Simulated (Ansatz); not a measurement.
# CrO2 (P4_2/mnm): equation of state

One table from this session's results is given with a row withheld; the runs are named, their logs left out.

Method: DFT PBE+U (U_eff = 3.7 eV on Cr 3d), scalar-relativistic, plane waves, PAW, in Ansatz 0.2.0.

**The system as given**

It takes space group P4_2/mnm (No. 136, tetragonal). Conventional cell: a = 4.479 Å, b = 4.479 Å, c = 2.973 Å, α = 90.00°, β = 90.00°, γ = 90.00°. Around Cr (site symmetry mmm) lie 6 O at 1.92 to 1.94 Å. Around O (site symmetry m2m) lie 3 Cr at 1.92 to 1.94 Å.

Structure file:

```xyz
6
Lattice="4.4787 0.0000 0.0000 0.0000 4.4787 0.0000 0.0000 0.0000 2.9727" Properties=species:S:1:pos:R:3 pbc="T T T"
Cr    0.0000    0.0000    0.0000
Cr    2.2393    2.2393    1.4863
O     1.3578    1.3578    0.0000
O     0.8815    3.5972    1.4863
O     3.1208    3.1208    0.0000
O     3.5972    0.8815    1.4863
```

An earlier run at PBE+U (U_eff = 3.7 eV on Cr 3d) left this cell at 9.938 Å³/atom and -0.04 GPa (6×6×8 mesh).

Volume factors to run: 0.980, 1.020, 0.960, 1.040.

Set-up of the first run:

Contents of input.yaml:

```yaml
crystal:
  lattice:
    - [4.4486066972, 0.0, 0.0]
    - [0.0, 4.4486066972, 0.0]
    - [0.0, 0.0, 2.9527480682]
  atoms:
    - { symbol: Cr, position: [0.0, 0.0, 0.0], spin: 2.29 }
    - { symbol: Cr, position: [0.5, 0.5, 0.5], spin: 2.29 }
    - { symbol: O, position: [0.3031768232, 0.3031768232, 0.0] }
    - { symbol: O, position: [0.1968231768, 0.8031768232, 0.5] }
    - { symbol: O, position: [0.6968231768, 0.6968231768, 0.0] }
    - { symbol: O, position: [0.8031768232, 0.1968231768, 0.5] }
basis:
  ecutwfc: 420
  ecutrho_ratio: 4
kpoints:
  mp_grid: { grid: [6, 6, 8] }
hamiltonian:
  xc: pbe
  hubbard:
    sites:
      - { species: Cr, l: d, u_eff: 3.7, starting_ns: start.occupation_matrices }
    ns_hold: { iters: 6 }
scf:
  occupations: { method: gaussian, width: 0.05 }
  lower_state_search: "off"
output:
  forces: true
  stress: true
  eigenvalues: true
  populations: true
magnetization:
  spin_polarized: true
relax:
  f_tol: 0.01
  max_steps: 40
  cell: { stress_tol: 0.1, fix: [volume] }
```

The open shells start from the occupation matrices of the run at the neighbouring geometry (file start.occupation_matrices).

Run with:

```sh
> ansatz run input.yaml --threads 4 --pin off --max-ram 10240MiB --backend cpu --events-out ev --progress --plain --runs-dir out
```

Steps of the session up to this table: At 0.980 of the relaxed volume; At 1.020 of the relaxed volume; Scaling the volume by 0.960; Scaling the volume by 1.040.

One of the session's tables, all rows but one given; the rest of the session is left out.

It belongs to the step «Energy and pressure against volume». 

| volume (Å³/atom) | energy (meV/atom) | pressure (GPa) | moment of atom 1 (μB) |
| --- | --- | --- | --- |
| 9.540 | 10.21 | 8.64 | 2.01 |
| 9.739 | 2.39 | 4.06 | 2.05 |
| 9.938 | 0.00 | -0.04 | 2.08 |
| 10.137 | ? | ? | ? |
| 10.335 | 8.82 | -6.77 | 2.16 |

Estimate the missing values for volume (Å³/atom) = 10.137.

Worked estimate for «energy (meV/atom)». A straight line through the neighbours (9.938, 0.00) and (10.335, 8.82) gives 0.00 + (8.82 − 0.00) × (10.137 − 9.938) / (10.335 − 9.938) = 4.42; a parabola fitted to 3 rows on both sides gives 2.16.

The run gave: energy (meV/atom): 2.31; pressure (GPa): -3.63; moment of atom 1 (μB): 2.12. In «energy (meV/atom)» the line misses by +2.11 and the parabola by -0.15.

To keep in mind: Warnings in the runs' records: filled band counts differ across k points, stability check not made.
